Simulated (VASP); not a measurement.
# Te2Mo in VASP: settings compared, part 2 of 2

VASP 6.6.1. The steps go on from the part before.

### 4 Work function, HSE06

File POSCAR:

```
Te2Mo                                   
1.0
    3.4623797029      0.0000000000      0.0000000000
   -1.7311898515      2.9985087790      0.0000000000
    0.0000000000      0.0000000000     19.6200000000
  Te              Mo            
     2     1
Direct
     0.6666669999999968    0.3333330000000032    0.4076364213791699
     0.6666669999999968    0.3333330000000032    0.5923635786208299
     0.3333330000000032    0.6666669999999968    0.5000000000000000
```

File INCAR.step1:

```
SYSTEM = Te2Mo
PREC = Accurate
ENCUT = 520
EDIFF = 1E-5
ISMEAR = 0
SIGMA = 0.03
LREAL = .FALSE.
LASPH = .TRUE.
NELM = 80
ALGO = Normal
ISIF = 2
LWAVE = .TRUE.
LDIPOL = .TRUE.
IDIPOL = 3
DIPOL = 0.5 0.5 0.500
GGA = PE
KPAR = 4
```

File INCAR.step2:

```
SYSTEM = Te2Mo
PREC = Accurate
ENCUT = 520
EDIFF = 1E-7
ISMEAR = 0
SIGMA = 0.03
LREAL = .FALSE.
LASPH = .TRUE.
NELM = 80
ALGO = Normal
ISIF = 2
LWAVE = .FALSE.
LCHARG = .TRUE.
LDIPOL = .TRUE.
IDIPOL = 3
DIPOL = 0.5 0.5 0.500
GGA = PE
LHFCALC = .TRUE.
HFSCREEN = 0.2
PRECFOCK = Fast
LVHAR = .TRUE.
LVACPOTAV = .TRUE.
ISTART = 1
KPAR = 4
```

File KPOINTS:

```
Automatic mesh
0
G
  6 6 1
  0 0 0
```

Potentials or basis: VASP PAW PBE potentials, release 64 (Te, Mo_sv).

On the command line:

```console
cat potpaw_PBE.64/Te/POTCAR potpaw_PBE.64/Mo_sv/POTCAR > POTCAR
cp INCAR.step1 INCAR
mpirun -np 4 vasp_std > vasp.out
cp INCAR.step2 INCAR
mpirun -np 4 vasp_std > vasp.out
```

OUTCAR:

```text
SYSTEM = Te2Mo
   PREC = Accurate
   ENCUT = 520
   EDIFF = 1E-7
   ISMEAR = 0
   LREAL = .FALSE.
   LASPH = .TRUE.
   NELM = 80
   ISIF = 2
   GGA = PE
   LHFCALC = .TRUE.
   HFSCREEN = 0.2
   PRECFOCK = Fast
   ISTART = 1

 ion  position               nearest neighbor table
   1  0.667  0.333  0.408-   3 2.70   3 2.70   3 2.70   2 3.62
   2  0.667  0.333  0.592-   3 2.70   3 2.70   3 2.70   1 3.62
   3  0.333  0.667  0.500-   2 2.70   1 2.70   2 2.70   1 2.70   2 2.70   1 2.70

  LATTYP: Found a hexagonal cell.
 ALAT       =     3.4623797029
 C/A-ratio  =     5.6666228674

  Lattice vectors:

 A1 = (   3.4623797029,   0.0000000000,   0.0000000000)
 A2 = (  -1.7311898515,   2.9985087790,   0.0000000000)
 A3 = (   0.0000000000,   0.0000000000,  19.6200000000)

Analysis of symmetry for initial positions (statically):
=====================================================================
 Subroutine PRICEL returns:
 Original cell was already a primitive cell.

 Routine SETGRP: Setting up the symmetry group for a
 hexagonal supercell.

 Subroutine GETGRP returns: Found 12 space group operations
 (whereof 12 operations were pure point group operations)
[... 163 lines left out ...]
 cond. band min:       1.3094591268   @ k =   0.1667   0.1667   0.0000
 fundamental gap:      1.7481838361
 Fermi energy:        -0.1947750252

 k-point     1 :       0.0000    0.0000    0.0000
  band No.  band energies     occupation
      1     -65.1042      2.00000
      2     -37.8986      2.00000
      3     -37.6905      2.00000
      4     -37.6905      2.00000
      5     -14.6292      2.00000
      6     -13.5521      2.00000
[... 117 lines left out ...]
      4     -37.8294      2.00000
      5     -11.7595      2.00000
      6     -11.5980      2.00000
[... 9 lines left out ...]
     16       2.9346      0.00000
     17       4.6971      0.00000

------------------------ aborting loop because EDIFF is reached ----------------------------------------

  FORCE on cell =-STRESS in cart. coord.  units (eV):
  Direction    XX          YY          ZZ          XY          YZ          ZX
  --------------------------------------------------------------------------------------
  -------------------------------------------------------------------------------------
  Total        0.8659189      0.8659189     -0.4647770     -0.0000000      0.0000000     -0.0000000
  in kB        6.8109674      6.8109674     -3.6557473     -0.0000000      0.0000000     -0.0000000
  external PRESSURE =       3.3220625 kB  Pullay stress =       0.0000000 kB

 VOLUME and BASIS-vectors are now :
 -----------------------------------------------------------------------------
  energy-cutoff  :      520.00
  volume of cell :      203.69
      direct lattice vectors                 reciprocal lattice vectors
     3.462379703  0.000000000  0.000000000     0.288818699  0.166749553  0.000000000
    -1.731189851  2.998508779  0.000000000     0.000000000  0.333499107  0.000000000
     0.000000000  0.000000000 19.620000000     0.000000000  0.000000000  0.050968400

 POSITION                                       TOTAL-FORCE (eV/Angst)
 -----------------------------------------------------------------------------------
      1.73119      0.99950      7.99783         0.000000     -0.000000      0.127876
      1.73119      0.99950     11.62217         0.000000     -0.000000     -0.127876
     -0.00000      1.99901      9.81000        -0.000000      0.000000      0.000000
 -----------------------------------------------------------------------------------
    total drift:                                0.002399     -0.001264      0.000000

  FREE ENERGIE OF THE ION-ELECTRON SYSTEM (eV)
  ---------------------------------------------------
  free  energy   TOTEN  =       -21.8759587618 eV

  energy  without entropy=      -21.8759587618  energy(sigma->0) =      -21.87595876

 vacuum level on the upper side and lower side of the slab         4.715         4.715
```

OUTCAR.step1:

```text
SYSTEM = Te2Mo
   PREC = Accurate
   ENCUT = 520
   EDIFF = 1E-5
   ISMEAR = 0
   LREAL = .FALSE.
   LASPH = .TRUE.
   NELM = 80
   ISIF = 2
[... 352 lines left out ...]
      1.73119      0.99950     11.62217        -0.000000      0.000000      0.453027
     -0.00000      1.99901      9.81000         0.000000     -0.000000     -0.000000
 -----------------------------------------------------------------------------------
    total drift:                                0.002502     -0.001445      0.000000

  FREE ENERGIE OF THE ION-ELECTRON SYSTEM (eV)
  ---------------------------------------------------
  free  energy   TOTEN  =       -17.9598424942 eV

  energy  without entropy=      -17.9598424942  energy(sigma->0) =      -17.95984249

 vacuum level on the upper side and lower side of the slab         4.442         4.442
```

It took 5.5 min on 4 MPI ranks of AMD EPYC 7R13 (Zen 3), shared host; peak memory 0.41 GiB.

What came out:

```yaml
Free_energy: -21.8760 eV
Largest_force: 0.128 eV/Å
Band_gap_on_the_k_mesh: 1.75 eV, indirect (least direct gap 1.76 eV)
Ionisation_potential_of_the_upper_face: 5.15 eV
```

Forces in eV/Å, atoms in the order of the input:
```
Te   0.000  0.000  0.128
Te   0.000  0.000 -0.128
Mo   0.000  0.000  0.000
```

Caveat: the PAW data sets were made with another functional, which shifts forces and pressure a little; spin-orbit coupling is left out, which moves the levels of the heavy elements.

### 5 Summary

```csv
level,spin,k mesh,grid for exact exchange (PRECFOCK),screening parameter,gap on the mesh (eV),largest force (eV/Å)
PBEsol,off,12 × 12 × 1,-,-,1.28,0.06
PBEsol,"non-collinear, zero start, SOC",12 × 12 × 1,-,-,-,0.08
HSE06,off,6 × 6 × 1,Fast,0.2 1/A,1.75,0.13
```

Alike in all rows: task work function; potentials or basis VASP PAW PBE potentials, release 64 (Te, Mo_sv); cell as given; cutoff (eV) 520; smearing gaussian 0.03 eV.

Caveats: the PAW data sets were made with another functional, which shifts forces and pressure a little; spin-orbit coupling is left out, which moves the levels of the heavy elements (some runs).

Total energies depend on the potentials used, so only differences within one code and one set of settings carry meaning.
